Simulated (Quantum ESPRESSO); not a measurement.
Runs of Quantum ESPRESSO 7.5 on Co. It takes space group P6_3/mmc (No. 194, hexagonal). The conventional cell has a = 2.472 Å, b = 2.472 Å, c = 4.021 Å, α = 90.00°, β = 90.00°, γ = 120.00°. Around Co (site symmetry -6m2) lie 12 Co at 2.47 Å. 

| task | level | potentials or basis | cell | k mesh | cutoff (eV) | SCF threshold | ASE optimiser | form of the LDA correlation | rVV10 parameter b | symmetry | mesh quality | gap on the mesh (eV) | pressure (GPa) | moment (μB) | relaxed volume (Å³/atom) |
| --- | --- | --- | --- | --- | --- | --- | --- | --- | --- | --- | --- | --- | --- | --- | --- |
| relaxation of cell and atoms | PBEsol+D3(BJ) | GBRV 1.5 PBEsol | relaxed | 8 × 8 × 5 | 762 | 4e-10 Ry | FIRE | - | - | - | coarse | none | -0.2 | 3.29 | 10.22 |
| real-space fields | LDA+rVV10 | GBRV 1.5 LDA | as given | 12 × 12 × 7 | 612 | 4e-10 Ry | - | PW92 | 6.3 | - | not flagged | none | (c) | 3.26 | - |
| band structure | r2SCAN | SG15 PBE 1.2 | as given | 9 × 9 × 5 | 952 | 1e-08 Ry | - | - | - | off | coarse | none | - | 3.58 | - |
| band structure | PBE | PseudoDojo 0.4.1 SR PBE standard | as given | 12 × 12 × 7 | 1306 | 4e-10 Ry | - | - | - | - | not flagged | none | 5.3 | 3.25 | - |
| band structure | LDA | PseudoDojo 0.4.1 SR LDA standard | as given | 12 × 12 × 7 | 1306 | 4e-10 Ry | - | PW92 | - | - | not flagged | none | (a) | (b) | - |
| band structure | PBE | SSSP 1.3 efficiency PBE | as given | 12 × 12 × 7 | 748 | 4e-10 Ry | - | - | - | - | not flagged | none | 4.9 | 3.29 | - |
| relaxation of cell and atoms | PBEsol+D4 | GBRV 1.5 PBEsol | relaxed | 8 × 8 × 5 | 762 | 4e-10 Ry | BFGS | - | - | - | coarse | none | -0.1 | 3.30 | 10.27 |

Alike in all rows: spin collinear, ferromagnetic start; smearing fermi-dirac 0.05 eV.

Fill in the values left out.

(a) -15.1; (b) 3.05; (c) -19.8.

Caveats: some runs use coarse meshes; pairwise dispersion overbinds metals, which lowers pressure and volume (some runs); so large a pressure means that the cell lies far from this level's equilibrium, or that cutoff or potentials fall short (some runs); rVV10's parameter b was fitted to another functional (some runs); the potentials were made for another functional, which shifts forces and pressure (some runs).

A k mesh can miss the band edges.

A gap of «none» marks a metal or a gap under the smearing width.

Not every run made on this cell is shown here.
